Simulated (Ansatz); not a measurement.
## CuO under changes of volume

One of the cells (9.699 Å³/atom); the others are scaled copies at fixed shape and fractional positions:

```xyz
4
Lattice="3.1795 0.0000 0.0000 -1.5898 2.7536 0.0000 0.0000 0.0000 4.4315" Properties=species:S:1:pos:R:3 pbc="T T T"
Cu    0.0000    0.0000    0.0000
Cu    0.0000    0.0000    2.2157
O     0.0000    1.8357    1.1079
O     1.5898    0.9179    3.3236
```

Measurements of this composition are mostly on another form, of space group No. 15.

| Property | Result |
| --- | --- |
| Program | Ansatz 0.2.0 |
| Functional | PBE |
| Potentials or basis | all-electron LAPW, scalar-relativistic |
| Cutoff | 411 eV (chosen from the basis error) |
| Basis error allowed | 0.001 eV/atom |
| k mesh | 10 × 10 × 6 |
| Occupations | fermi-dirac, width 0.05 eV |
| Spin | no spin polarisation |

```tsv
volume (Å³/atom)	energy over the lowest point (meV/atom)	pressure (GPa)
9.117	?	?
9.311	31.00	14.8
9.505	15.94	10.3
9.699	6.10	6.2
9.893	0.95	2.5
10.087	0.00	-0.7
10.281	2.79	-3.7
```

Task: What does the run at 9.117 Å³/atom give?

Result: Energy over the lowest point 51.92 meV/atom; pressure 19.9 GPa.

Worked out: A Birch-Murnaghan fit of order 3 (a polynomial in V^(-2/3)) to the other rows has its minimum at 10.04 Å³/atom with B0 = V·E''(V) = 165 GPa and B' = 4.7 at fixed shape and positions, which overstates the stiffness. It gives 51.92 meV/atom at 9.117 Å³/atom, against the run's 51.92, and -dE/dV = 19.9 GPa, against 19.9.

Energies are extrapolated to zero smearing.

Caveats: the run has no spin polarisation, though such a crystal can be magnetic.

The runs don't all hold the same shells in valence.
